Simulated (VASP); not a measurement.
## HPb: single point with PBE

The system is HPb, a slab with vacuum.

```
H Pb
1.0
    -3.39509    0.00000    0.00000
    -0.22726    3.41521    0.00000
     0.00000    0.00000  -28.76042
H Pb
5 5
Direct
  0.99691 0.96606 0.96332
  0.96601 0.08851 0.85438
  0.02210 0.03180 0.74619
  0.05650 0.11610 0.62423
  0.93944 0.10329 0.50660
  0.53573 0.51989 0.91711
  0.52819 0.59509 0.79545
  0.51752 0.54886 0.67468
  0.48639 0.59795 0.56167
  0.47434 0.63138 0.44314
```

The cell was built by a generator and needn't be a form met in nature.

| Property | Result |
| --- | --- |
| Program | VASP 6.6.1 |
| Task | single point |
| Functional | PBE |
| Potentials or basis | VASP PAW PBE potentials, release 64 (H, Pb_d) |
| Cutoff | 520 eV |
| k mesh | 4 × 4 × 1 |
| Occupations | fermi-dirac, width 0.05 eV |
| Spin | no spin polarisation |

```yaml
Largest_force: 0.767 eV/Å
Band_gap_on_the_k_mesh: none (metal or under the smearing width)
```

Forces on the atoms (eV/Å):
```
H    0.121  0.031  0.757
H    0.043  0.038 -0.089
H    0.006 -0.036 -0.272
H   -0.094  0.072 -0.105
H    0.229 -0.008 -0.058
Pb  -0.130 -0.085 -0.455
Pb  -0.012  0.036  0.153
Pb  -0.047 -0.088  0.038
Pb  -0.067  0.002  0.598
Pb  -0.048  0.038 -0.566
```

Levels at points of the mesh, in eV from the Fermi level:
| k point | band 33 | band 34 | band 35 | band 36 | band 37 | band 38 | band 39 | band 40 | band 41 | band 42 |
| --- | --- | --- | --- | --- | --- | --- | --- | --- | --- | --- |
| (0.00, 0.00, 0.00) | -2.62 | -1.43 | -0.30 | 0.85 | 2.55 | 3.04 | 3.29 | 3.64 | 3.70 | 3.80 |
| (0.50, 0.00, 0.00) | -4.39 | -3.83 | -2.47 | -1.87 | -1.56 | -0.52 | 0.01 | 0.93 | 1.19 | 2.16 |
| (0.00, 0.50, 0.00) | -4.39 | -3.84 | -2.45 | -1.83 | -1.62 | -0.60 | -0.07 | 0.73 | 1.29 | 2.20 |
| (0.50, 0.50, 0.00) | -2.10 | -2.05 | -2.04 | -1.62 | -1.50 | -1.33 | -1.15 | -1.00 | -0.85 | -0.70 |

It took 11 min on 1 thread of Intel(R) Xeon(R) Platinum 8375C CPU @ 2.90GHz (Ice Lake) (shared host), peak memory 0.46 GiB.

Caveat: the k mesh is coarse (spacing up to 0.46 Å⁻¹), so the values aren't converged. Spin-orbit coupling is left out, which matters for the levels of Pb.
